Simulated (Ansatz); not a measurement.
**ZnTe: isotropic strain −2.62 %**

Base system: ZnTe in the zinc blende structure (space group F-43m, No. 216; a = 6.179 Å).

One thing is altered: an isotropic linear strain of −2.62 %; the atoms relax in the strained cell.

Method: plane-wave PAW DFT at the PBE level (Ansatz, an electronic-structure program, 420 eV), scalar-relativistic without spin-orbit coupling. Γ-centred 9×9×9 mesh, Fermi–Dirac width 0.05 eV.

```tsv
quantity	base	changed	shift
volume per atom	29.49 Å³	27.23 Å³	-2.26 Å³
space group	F-43m (No. 216)	F-43m (No. 216)	–
shortest interatomic distance	267.6 pm	260.6 pm	-7.0 pm
energy relative to the base (free energy F)	0 meV/atom	+27 meV/atom	+27 meV/atom
pressure	0.00 GPa	4.15 GPa	+4.15 GPa
band gap	1.08 eV	1.45 eV	+0.378 eV
gap character	direct at Γ	direct at Γ	–
mean gap deformation potential ΔEg/Δln V	–	-4.7 eV	–
width of the top valence band	2.43 eV	2.79 eV	+0.367 eV
electron mass	0.077 mₑ (at Γ)	0.094 mₑ (at Γ)	–
hole mass (degenerate bands, along [100])	0.078, 0.48, 0.48 mₑ (at Γ)	0.095, 0.42, 0.42 mₑ (at Γ)	–
valley order (the lowest conduction-band minima on the path, energy above the VBM, named in the base's zone)	Γ 1.08 eV; L along ⟨111⟩ 1.74 eV; a point along ⟨100⟩, about 0.9 Å⁻¹ from Γ 2.28 eV	Γ 1.45 eV; L along ⟨111⟩ 1.84 eV; a point along ⟨100⟩, about 0.9 Å⁻¹ from Γ 2.16 eV	–
```

Spin-orbit coupling, missing from the scalar runs, can matter with Te. Masses are band curvatures over ±0.01 Å⁻¹ around the edge. No phonon test of stability was made.
